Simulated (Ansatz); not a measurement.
# InSe (R3m): a single-point run

Aim: a sound single-point run of InSe (R3m). The structure is shown as the input types it.

A COD entry behind a cell of this session may itself be a prediction, so a difference from it is no test against experiment.

Program: Ansatz 0.2.0. Level of theory: DFT PBE, scalar-relativistic, plane waves, PAW. These are calculated values, not measurements.

2 further runs of the same task are left out: 1 that didn't finish, 1 set aside as unsound or not needed. Runs told in other sessions of the task aren't counted.

### Step 1. Starting point

The structure is trigonal, space group R3m (No. 160). Conventional cell: a = 4.089 Å, b = 4.089 Å, c = 27.653 Å, α = 90.00°, β = 90.00°, γ = 120.00°. Around In (site symmetry 3m) lie 3 Se at 2.68 Å and 1 In at 2.83 Å. Around Se (site symmetry 3m) lie 3 In at 2.68 Å.

Structure file:

```
In Se
1.0
     2.04437    1.18031    9.21754
    -2.04437    1.18031    9.21754
     0.00000   -2.36063    9.21754
In Se
2 2
Direct
  0.00500 0.00500 0.00500
  0.10718 0.10718 0.10718
  0.62567 0.62567 0.62567
  0.81985 0.81985 0.81985
```

### Step 2. The calculation

Input file input.yaml:

```yaml
crystal:
  lattice:
    - [2.044365166873, 1.180314779416, 9.2175415852]
    - [-2.044365166873, 1.180314779416, 9.2175415852]
    - [0.0, -2.360629558832, 9.2175415852]
  atoms:
    - { symbol: In, position: [0.0050015285, 0.0050015285, 0.0050015285] }
    - { symbol: In, position: [0.107179134, 0.107179134, 0.107179134] }
    - { symbol: Se, position: [0.6256740561, 0.6256740561, 0.6256740561] }
    - { symbol: Se, position: [0.8198452814, 0.8198452814, 0.8198452814] }
basis:
  ecutwfc: 420
  ecutrho_ratio: 4
kpoints:
  mp_grid: { grid: [10, 10, 10] }
hamiltonian:
  xc: pbe
scf:
  occupations: { method: gaussian, width: 0.05 }
  NELM: 0.3
  max_iter: 75
output:
  forces: true
  stress: true
```

On the command line:

```
$ ansatz run input.yaml --threads 4 --pin off --max-ram 7168MiB --backend cpu --events-out ev --progress --plain --runs-dir out
```

**Question.** How will this run end, and is anything wrong with its input?

The program refused the input before any cycle. It says: «line 20 column 3: unknown field `NELM`, expected one of max_iter, algorithm, n_extra_bands, self_checks, convergence, ...»

In the input, scf.NELM is 0.3. The input holds a keyword that this program doesn't have at that place; such names come from other codes or other sections.

The cure: delete scf.NELM.
